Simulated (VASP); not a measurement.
# Li2S (Fm-3m) in VASP: settings compared, part 2 of 2

VASP 6.6.1. The steps go on from the part before.

**4. Phonons, PBE**

This run uses another cell than the first one, of 15.42 Å³/atom, 1.074 times its volume.

File POSCAR:

```
Li2S
1.0
    0.0000000000      2.8490264815      2.8490264815
    2.8490264815     -0.0000000000      2.8490264815
    2.8490264815      2.8490264815     -0.0000000000
  Li              S
     2     1
Direct
     0.2500000000000000    0.2500000000000000    0.2500000000000000
     0.7500000000000000    0.7500000000000000    0.7500000000000000
     0.0000000000000000    1.0000000000000000    1.0000000000000000
```

File INCAR.step1:

```
PREC = Accurate
ENCUT = 600
EDIFF = 1E-8
ISMEAR = 0
SIGMA = 0.03
LREAL = F
LASPH = T
NELM = 80
ALGO = Fast
ISIF = 3
LWAVE = F
LCHARG = F
GGA = PE
KPAR = 2
IBRION = 2
NSW = 40
EDIFFG = -0.002
```

File INCAR.step2:

```
PREC = Accurate
ENCUT = 600
EDIFF = 1E-8
ISMEAR = 0
SIGMA = 0.03
LREAL = F
LASPH = T
NELM = 80
ALGO = Fast
ISIF = 2
LWAVE = F
LCHARG = F
GGA = PE
KPAR = 2
IBRION = 6
NFREE = 2
POTIM = 0.015
NSW = 1
```

File KPOINTS:

```
Automatic mesh
0
Gamma
  8 8 8
```

Potentials or basis: VASP PAW PBE potentials, release 64 (Li_sv, S).

The run is started by

```bash
$ cat potpaw_PBE.64/Li_sv/POTCAR potpaw_PBE.64/S/POTCAR > POTCAR
$ cp INCAR.step1 INCAR
$ mpirun -np 2 vasp_std > vasp.out
$ cp CONTCAR POSCAR
$ cp INCAR.step2 INCAR
$ mpirun -np 2 vasp_std > vasp.out
```

OUTCAR:

```text
PREC = Accurate
   ENCUT = 600
   EDIFF = 1E-8
   ISMEAR = 0
   LREAL = F
   LASPH = T
   NELM = 80
   ISIF = 2
   GGA = PE
   IBRION = 6
   NFREE = 2
   POTIM = 0.015
   NSW = 1

 ion  position               nearest neighbor table
   1  0.250  0.250  0.250-   3 2.47   3 2.47   3 2.47   3 2.47
   2  0.750  0.750  0.750-   3 2.47   3 2.47   3 2.47   3 2.47
   3  0.000  0.000  0.000-   2 2.47   2 2.47   2 2.47   1 2.47   2 2.47   1 2.47   1 2.47   1 2.47

  LATTYP: Found a face centered cubic cell.
 ALAT       =     5.6991457777

[... 706 lines left out ...]
  z    -0.00000    -0.00000    -0.00000    -1.08468     0.00000     0.00000

 INTERNAL STRAIN TENSOR FOR ION    3 for displacements in x,y,z  (eV/Angst):
          X           Y           Z          XY          YZ          ZX
  --------------------------------------------------------------------------------
  x     0.00000     0.00000     0.00000     0.00000     0.00000     0.00000
  y     0.00000     0.00000     0.00000     0.00000     0.00000     0.00000
  z     0.00000     0.00000     0.00000     0.00000     0.00000     0.00000

 Eigenvectors and eigenvalues of the dynamical matrix
 ----------------------------------------------------

   1 f  =   11.121370 THz    69.877629 2PiTHz  370.968972 cm-1    45.994270 meV
             X         Y         Z           dx          dy          dz
      1.424786  1.424786  1.424786    -0.077505    0.631040    0.309485
      4.274359  4.274359  4.274359     0.077505   -0.631040   -0.309485
      0.000000  0.000000  0.000000    -0.000000    0.000000    0.000000
[... 43 lines left out ...]
   9 f/i=    0.003864 THz     0.024281 2PiTHz    0.128906 cm-1     0.015982 meV
             X         Y         Z           dx          dy          dz
      1.424786  1.424786  1.424786     0.327525   -0.167994    0.129603
      4.274359  4.274359  4.274359     0.327525   -0.167994    0.129603
      0.000000  0.000000  0.000000     0.699888   -0.358987    0.276950

 ELASTIC MODULI CONTR FROM IONIC RELAXATION (kBar)
 Direction    XX          YY          ZZ          XY          YZ          ZX
 --------------------------------------------------------------------------------
 XX          -0.0000     -0.0000      0.0000     -0.0000     -0.0000     -0.0000
 YY          -0.0000     -0.0000     -0.0000     -0.0000      0.0000     -0.0000
 ZZ           0.0000     -0.0000     -0.0000     -0.0000      0.0000     -0.0000
 XY          -0.0000     -0.0000     -0.0000    -22.9637      0.0000     -0.0000
 YZ          -0.0000      0.0000      0.0000      0.0000    -22.9637     -0.0000
 ZX          -0.0000     -0.0000     -0.0000     -0.0000     -0.0000    -22.9637
 --------------------------------------------------------------------------------
```

Run time: 1.7 min. Hardware: 2 MPI ranks of Intel Xeon Platinum 8259CL at 2.50GHz (Skylake/Cascade Lake), shared host; peak memory 0.22 GiB.

What came out:

```
Relaxed volume                                          : 15.43 Å³/atom
Relaxed cell                                            : a = 4.030 Å, b = 4.030 Å, c = 4.030 Å, α = 60.00°, β = 60.00°, γ = 60.00°
Space group after relaxing (to 0.05 Å)                  : Fm-3m (No. 225)
Highest phonon frequency at Γ, LO-TO splitting left out : 371 cm⁻¹
```

Final structure:
```
Li S
1.0
     0.00000    2.84957    2.84957
     2.84957    0.00000    2.84957
     2.84957    2.84957    0.00000
Li S
2 1
Direct
  0.25000 0.25000 0.25000
  0.75000 0.75000 0.75000
  0.00000 0.00000 0.00000
```

Phonon frequencies in cm⁻¹ (negative: imaginary):
| q point | frequencies |
| --- | --- |
| (0.000, 0.000, 0.000) | 0 0 0 321 321 321 371 371 371 |

Caveat: the cutoff is under 1.25 times the usual one of these potentials, so pressure, stress and relaxed cells hold a basis-set (Pulay) error.

**5. Dielectric tensor, PBE**

This run uses another cell than the first one, of 15.43 Å³/atom, 1.075 times its volume.

File INCAR:

```
PREC = Accurate
ENCUT = 600
EDIFF = 1E-8
ISMEAR = 0
SIGMA = 0.03
LREAL = F
LASPH = T
NELM = 80
ALGO = Fast
ISIF = 2
LWAVE = F
LCHARG = F
GGA = PE
LEPSILON = T
KPAR = 2
```

File KPOINTS:

```
Automatic mesh
0
Monkhorst-Pack
  14 14 14
```

File POSCAR:

```
Li2S                                    
1.0
    0.0000000000      2.8495728889      2.8495728889
    2.8495728889      0.0000000000      2.8495728889
    2.8495728889      2.8495728889     -0.0000000000
  Li              S             
     2     1
Direct
     0.2500000000000000    0.2500000000000000    0.2500000000000000
     0.7500000000000000    0.7500000000000000    0.7500000000000000
     1.0000000000000000    0.0000000000000000    0.0000000000000000
```

Potentials or basis: VASP PAW PBE potentials, release 64 (Li_sv, S).

The run is started by

```bash
$ cat potpaw_PBE.64/Li_sv/POTCAR potpaw_PBE.64/S/POTCAR > POTCAR
$ mpirun -np 2 vasp_std > vasp.out
```

OUTCAR:

```text
PREC = Accurate
   ENCUT = 600
   EDIFF = 1E-8
   ISMEAR = 0
   LREAL = F
   LASPH = T
   NELM = 80
   ISIF = 2
   GGA = PE
   LEPSILON = T

 ion  position               nearest neighbor table
   1  0.250  0.250  0.250-   3 2.47   3 2.47   3 2.47   3 2.47
   2  0.750  0.750  0.750-   3 2.47   3 2.47   3 2.47   3 2.47
   3  0.000  0.000  0.000-   2 2.47   2 2.47   2 2.47   1 2.47   2 2.47   1 2.47   1 2.47   1 2.47

  LATTYP: Found a face centered cubic cell.
 ALAT       =     5.6991457778

  Lattice vectors:

 A1 = (   0.0000000000,   2.8495728889,   2.8495728889)
 A2 = (   2.8495728889,   0.0000000000,   2.8495728889)
 A3 = (   2.8495728889,   2.8495728889,   0.0000000000)

Analysis of symmetry for initial positions (statically):
=====================================================================
 Subroutine PRICEL returns:
 Original cell was already a primitive cell.

 Routine SETGRP: Setting up the symmetry group for a
 face centered cubic supercell.

 Subroutine GETGRP returns: Found 48 space group operations
 (whereof 48 operations were pure point group operations)
 out of a pool of 48 trial point group operations.

The static configuration has the point symmetry O_h .

Analysis of symmetry for dynamics (positions and initial velocities):
=====================================================================
 Subroutine PRICEL returns:
 Original cell was already a primitive cell.

 Routine SETGRP: Setting up the symmetry group for a
 face centered cubic supercell.

 Subroutine GETGRP returns: Found 48 space group operations
 (whereof 48 operations were pure point group operations)
 out of a pool of 48 trial point group operations.

The dynamic configuration has the point symmetry O_h .

 Subroutine INISYM returns: Found 48 space group operations
[... 497 lines left out ...]
          -0.000000     4.310725     0.000000
           0.000000    -0.000000     4.310725
 ------------------------------------------------------

 Free energy of the ion-electron system (eV)
  ---------------------------------------------------
  ---------------------------------------------------
  free energy    TOTEN  =        -0.42335667 eV

  energy without entropy =       -0.42335667

------------------------ aborting loop because EDIFF is reached ----------------------------------------

--------------------------------------- Ionic step        2  -------------------------------------------

------------------------ aborting loop because EDIFF is reached ----------------------------------------

--------------------------------------- Ionic step        3  -------------------------------------------

 Free energy of the ion-electron system (eV)
  ---------------------------------------------------
  ---------------------------------------------------
  free energy    TOTEN  =        -0.42335667 eV

  energy without entropy =       -0.42335667

------------------------ aborting loop because EDIFF is reached ----------------------------------------

 PIEZOELECTRIC TENSOR FIELD DIRECTION 3  (e Angst)
 -----------------------------------------------------------------------------
    -0.00040  0.00000 -0.00000           ( -0.00000  0.00000  0.00000)
     0.00000 -0.00040  0.00000           (  0.00000 -0.00000  0.00000)
    -0.00000  0.00000 -0.00045           (  0.00000  0.00000 -0.00000)

 PIEZOELECTRIC TENSOR FIELD DIRECTION 3  (C/m^2)
 -----------------------------------------------------------------------------
    -0.00014  0.00000 -0.00000
     0.00000 -0.00014  0.00000
    -0.00000  0.00000 -0.00016

 MACROSCOPIC STATIC DIELECTRIC TENSOR (including local field effects in DFT)
 ------------------------------------------------------
           3.888541     0.000000     0.000000
          -0.000000     3.888541     0.000000
          -0.000000     0.000000     3.888541
 ------------------------------------------------------

 PIEZOELECTRIC TENSOR (including local field effects)  for field in x, y, z        (e  Angst)
          XX          YY          ZZ          XY          YZ          ZX
  --------------------------------------------------------------------------------
  x     0.00000     0.00000     0.00000     0.00000     0.00000     0.00000
  y     0.00000     0.00000     0.00000     0.00000     0.00000     0.00000
  z     0.00000     0.00000     0.00000     0.00000     0.00000     0.00000

 PIEZOELECTRIC TENSOR (including local field effects)  for field in x, y, z        (C/m^2)
          XX          YY          ZZ          XY          YZ          ZX
  --------------------------------------------------------------------------------
  x     0.00000     0.00000     0.00000     0.00000     0.00000     0.00000
  y     0.00000     0.00000     0.00000     0.00000     0.00000     0.00000
  z     0.00000     0.00000     0.00000     0.00000     0.00000     0.00000

 BORN EFFECTIVE CHARGES (including local field effects) (in |e|, cummulative output)
 ---------------------------------------------------------------------------------
 ion    1
    1     0.94964     0.00000     0.00000
    2     0.00000     0.94964     0.00000
    3     0.00000     0.00000     0.94964
 ion    2
    1     0.94964     0.00000     0.00000
    2     0.00000     0.94964     0.00000
    3     0.00000     0.00000     0.94964
 ion    3
    1    -1.89929     0.00000     0.00000
    2     0.00000    -1.89929     0.00000
    3     0.00000     0.00000    -1.89929
```

OSZICAR:

```text
N       E                     dE             d eps       ncg     rms          rms(c)
DAV:   1     0.422692820874E+02    0.42269E+02   -0.61356E+03  5600   0.129E+03
DAV:   2    -0.626602688870E+01   -0.48535E+02   -0.46414E+02  7118   0.209E+02
DAV:   3    -0.120039308243E+02   -0.57379E+01   -0.57212E+01  9936   0.589E+01
[... 12 lines left out ...]
RMM:  16    -0.423357449786E+00    0.43490E-05   -0.13116E-05 34605   0.147E-03    0.873E-05
RMM:  17    -0.423356334051E+00    0.11157E-05   -0.34966E-06 34181   0.727E-04    0.101E-04
RMM:  18    -0.423356301654E+00    0.32397E-07   -0.46354E-06 34360   0.447E-04    0.684E-05
RMM:  19    -0.423356452074E+00   -0.15042E-06   -0.13725E-06 34539   0.312E-04    0.422E-05
RMM:  20    -0.423356603630E+00   -0.15156E-06   -0.16699E-06 30058   0.236E-04    0.230E-05
RMM:  21    -0.423356670537E+00   -0.66907E-07   -0.20684E-07 27418   0.199E-04    0.911E-06
```

stdout:

```text
[... 39 lines left out ...]
```

Wall time 23 min (2 MPI ranks of Intel Xeon Platinum 8259CL at 2.50GHz (Skylake/Cascade Lake), shared host); peak memory 0.98 GiB.

Results:

```yaml
Electronic_dielectric_tensor_diagonal: 3.89
Born_charges_mean_of_the_diagonal: Li +0.95; S -1.90 e
```

Electronic dielectric tensor:
```
3.89 0.00 0.00
0.00 3.89 0.00
0.00 0.00 3.89
```

Born effective charge tensors (e):
atom 1, Li
```
0.95 0.00 0.00
0.00 0.95 0.00
0.00 0.00 0.95
```
atom 2, Li
```
0.95 0.00 0.00
0.00 0.95 0.00
0.00 0.00 0.95
```
atom 3, S
```
-1.90  0.00  0.00
 0.00 -1.90  0.00
 0.00  0.00 -1.90
```

Caveat: the cutoff is under 1.25 times the usual one of these potentials, so pressure, stress and relaxed cells hold a basis-set (Pulay) error.
